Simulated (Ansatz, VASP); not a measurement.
# Two plane-wave programs on Si

File INCAR:

```
PREC = Accurate ; ENCUT = 520
EDIFF = 1E-6 ; ISMEAR = 0
SIGMA = 0.1 ; LREAL = F
LASPH = T ; NELM = 60
ALGO = Normal ; ISIF = 2
LWAVE = F ; LCHARG = T
LDIPOL = T ; IDIPOL = 3
DIPOL = 0.5 0.5 0.386 ; GGA = PE
IVDW = 12 ; LELF = T
LVHAR = T ; LVACPOTAV = T
NBANDS = 16
```

Contents of KPOINTS:

```
Automatic mesh
0
Gamma
  9 9 1
```

POSCAR

```
Si
1.0
    3.8472023583      0.0000000000      0.0000000000
   -1.9236011791      3.3317749758      0.0000000000
    0.0000000000      0.0000000000     18.4446971457
Si
4
Direct
    0.3333333333      0.6666666667      0.2695814701
    0.6666666667      0.3333333333      0.2439725610
    0.4444444444      0.5555555556      0.5283197153
    0.7777777778      0.2222222222      0.5027108062
```

Input for Ansatz:

```yaml
crystal:
  lattice:
    - [3.8472023583, 0.0, 0.0]
    - [-1.9236011791, 3.3317749758, 0.0]
    - [0.0, 0.0, 18.4446971457]
  atoms:
    - { symbol: Si, position: [0.3333333333, 0.6666666667, 0.2695814701] }
    - { symbol: Si, position: [0.6666666667, 0.3333333333, 0.243972561] }
    - { symbol: Si, position: [0.4444444444, 0.5555555556, 0.5283197153] }
    - { symbol: Si, position: [0.7777777778, 0.2222222222, 0.5027108062] }
basis:
  ecutwfc: 420
kpoints:
  mp_grid: { grid: [9, 9, 1] }
hamiltonian:
  xc: pbe
  dispersion: d3bj
scf:
  occupations: { method: gaussian, width: 0.1 }
output:
  forces: true
  eigenvalues: true
efield:
  axis: 3
  dipole_correction: true
  ramp_width: 0.04
```

Alike in both runs: task single point; functional PBE; dispersion D3(BJ); k mesh 9 × 9 × 1; occupations gaussian, width 0.1 eV; no spin polarisation.

```csv
,VASP,Ansatz
version,VASP 6.6.1,Ansatz 0.2.0
potentials or method,"VASP PAW PBE potentials, release 64 (Si)","scalar-relativistic, plane waves, PAW"
plane-wave cutoff (eV),520,420
valence electrons in the cell,16,16
```

```csv
,VASP,Ansatz,Ansatz less VASP
gap on the k mesh at the Fermi level (eV),0.38,0.38,0.000
least direct gap on the mesh (eV),0.38,0.38,0.000
rms of the force components (eV/Å),0.042,0.043,+0.0016
```

Atom by atom the forces differ by 0.004 eV/Å (rms over components).
